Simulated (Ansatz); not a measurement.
What strain does to GaN (Fm-3m)

A 2-atom cell of GaN started from a crystallographic database, relaxed with r2SCAN in the plane-wave code Ansatz. The symmetry is Fm-3m (No. 225, cubic); conventional cell a = 4.217 Å, 9.37 Å³ an atom. Around Ga lie 6 N at 2.11 Å; around N lie 6 Ga at 2.11 Å.

The axes x, y and z are those of this cell:
```yaml
crystal:
  lattice:
    - [0.00000, 2.10852, 2.10852]
    - [2.10852, 0.00000, 2.10852]
    - [2.10852, 2.10852, 0.00000]
  atoms:
    - { symbol: Ga, position: [0.50000, 0.50000, 0.50000] }
    - { symbol: N, position: [0.00000, 0.00000, 0.00000] }
```

Unstrained: With PBE the valence top lies at Γ–K (0.47 of the way from Γ) and the conduction bottom at X, 0.633 eV higher; the smallest vertical gap, at Γ, is 2.830 eV. The r2SCAN gap is indirect, 1.159 eV (Γ–K (0.47 of the way from Γ) to X), below the direct gap of 3.377 eV at Γ. The HSE06 gap is indirect, 1.898 eV (Γ–K (0.47 of the way from Γ) to X), below the direct gap of 4.144 eV at Γ. Meshes: PBE 10×10×10, r2SCAN 10×10×10, HSE06 8×8×8. Strains are changes of length per length. After each strain the atoms were relaxed again with r2SCAN within the symmetry that the strain leaves, so tilts or polar shifts that break it weren't tested; points keep the names that they have in the unstrained zone. (Simulation; spin polarisation is off.)

Changes of the least gap in eV (an overlap counts as a negative gap):

| strain | volume change (%) | space group | PBE | r2SCAN | HSE06 | energy rise, r2SCAN (meV/atom) |
| --- | --- | --- | --- | --- | --- | --- |
| isotropic -2.78 % on every length | -8.1 | Fm-3m | +0.562 | +0.600 | +0.659 | 54.7 |
| biaxial +5.73 % in x and y, z held | +11.8 | I4/mmm | -0.922 | -0.976 | -1.065 | 85.3 |

Isotropic -2.78 % on every length. HSE06: the gap goes from 1.898 to 2.557 eV (+0.659 eV); the edges go from Γ–K (0.47) → X to Γ–K (0.48) → X. Stress change with r2SCAN, compression positive: xx +24.94, yy +24.94, zz +24.94 GPa.

Biaxial +5.73 % in x and y, z held. PBE: gap 0.63 before, none (overlap 0.29) after (eV); it has closed. HSE06: the gap goes from 1.898 to 0.833 eV (-1.065 eV); the edges go from Γ–K (0.47) → X to (0.010, 0.188, -0.177) → X. Stress change with r2SCAN, compression positive: xx -21.51, yy -21.51, zz -17.56 GPa.

Overlapping bands make a metal at that level, for which these meshes are coarse; small forces, stresses and energy differences are uncertain. A small overlap in a semilocal functional can be an artefact that a hybrid or GW lifts.

Where an edge lies off the special points, it is a point of the mesh or the k point where a search put PBE's edge or least direct gap, reused for the other functionals, whose own edges may lie a little apart.

Coordinates of k points refer to the reciprocal vectors of the primitive cell of the runs.

The meshes of the hybrids are coarse, so their gaps aren't converged to the digits shown.
